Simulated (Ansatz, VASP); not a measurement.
Two plane-wave programs on SiC

```
Si C
1.0
     2.93440    0.00000    0.00000
    -1.46720    2.54126    0.00000
     0.00000    0.00000    9.53840
Si C
4 4
Direct
  0.66667 0.33333 0.93783
  0.33333 0.66667 0.43783
  0.00000 0.00000 0.68790
  0.00000 0.00000 0.18790
  0.66667 0.33333 0.74982
  0.33333 0.66667 0.24982
  0.00000 0.00000 0.50045
  0.00000 0.00000 0.00045
```

Alike in both runs: task single point; functional PBEsol; k mesh 12 × 12 × 4; occupations gaussian, width 0.05 eV; no spin polarisation.

```csv
,VASP,Ansatz
version,VASP 6.6.1,Ansatz 0.2.0
potentials or method,"VASP PAW PBE potentials, release 64 (Si, C)","scalar-relativistic, plane waves, PAW"
plane-wave cutoff (eV),520,520
valence electrons in the cell,32,32
```

|  | VASP | Ansatz | Ansatz less VASP |
| --- | --- | --- | --- |
| gap on the k mesh at the Fermi level (eV) | 2.16 | 2.17 | +0.009 |
| least direct gap on the mesh (eV) | 3.29 | 3.30 | +0.015 |
| rms of the force components (eV/Å) | 0.086 | 0.086 | -0.0003 |

Atom by atom the forces differ by 0.001 eV/Å (rms over components). Ansatz warned: «pseudo_functional_mismatch».

Caveats: the PAW data sets were made with another functional, which shifts forces and pressure a little (VASP). A k mesh can miss the band edges.
